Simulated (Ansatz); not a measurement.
Crystal: BN.

```
N B
1.0
     2.49824    0.00000    0.00000
    -1.24912    2.16354    0.00000
     0.00000    0.00000    6.63570
N B
2 2
Direct
  0.66667 0.33333 0.25000
  0.33333 0.66667 0.75000
  0.66667 0.33333 0.75000
  0.33333 0.66667 0.25000
```

- Program: Ansatz 0.2.0
- Task: relaxation of cell and atoms
- Functional: revPBE
- Dispersion: D4
- Potentials or basis: Ansatz PAW
- Cutoff: 420 eV (not typed: the program's choice for these potentials)
- k mesh: 12 × 12 × 4
- Occupations: fermi-dirac, width 0.05 eV
- Spin: no spin polarisation

At the start: volume 8.97 Å³/atom.

Q: How do energy, volume and symmetry change on relaxing?

A: It ends after 10 steps and the volume is 8.29 Å³/atom (-7.5 %); space group P6_3/mmc (No. 194, to 0.05 Å).

The path:
| step | energy change (eV) | largest force (eV/Å) | volume (Å³) |
| --- | --- | --- | --- |
| 1 | 0.0000 | 0.0000 | 35.87 |
| 2 | -0.0319 | 0.0000 | 34.30 |
| 3 | -0.0397 | 0.0000 | 33.09 |
| 4 | -0.0390 | 0.0000 | 33.50 |
| 5 | -0.0389 | 0.0000 | 33.50 |
| 6 | -0.0343 | 0.0000 | 33.50 |
| 7 | -0.0358 | 0.0000 | 33.21 |
| 8 | -0.0349 | 0.0000 | 33.21 |
| 9 | -0.0351 | 0.0000 | 33.17 |
| 10 | -0.0349 | 0.0000 | 33.17 |

Final structure:
```yaml
crystal:
  lattice:
    - [2.50794, 0.00000, 0.00000]
    - [-1.25397, 2.17194, 0.00000]
    - [0.00000, 0.00000, 6.08897]
  atoms:
    - { symbol: N, position: [0.66667, 0.33333, 0.25000] }
    - { symbol: N, position: [0.33333, 0.66667, 0.75000] }
    - { symbol: B, position: [0.66667, 0.33333, 0.75000] }
    - { symbol: B, position: [0.33333, 0.66667, 0.25000] }
```

Caveat: the plane-wave basis is chosen anew once the cell has moved, so the energies of steps on either side of that aren't comparable; the pressure holds a Pulay correction of +0.6 GPa for the finite cutoff; the PAW data sets come from PBE, with cores solved anew for the run's functional, which leaves a small shift of forces and pressure.
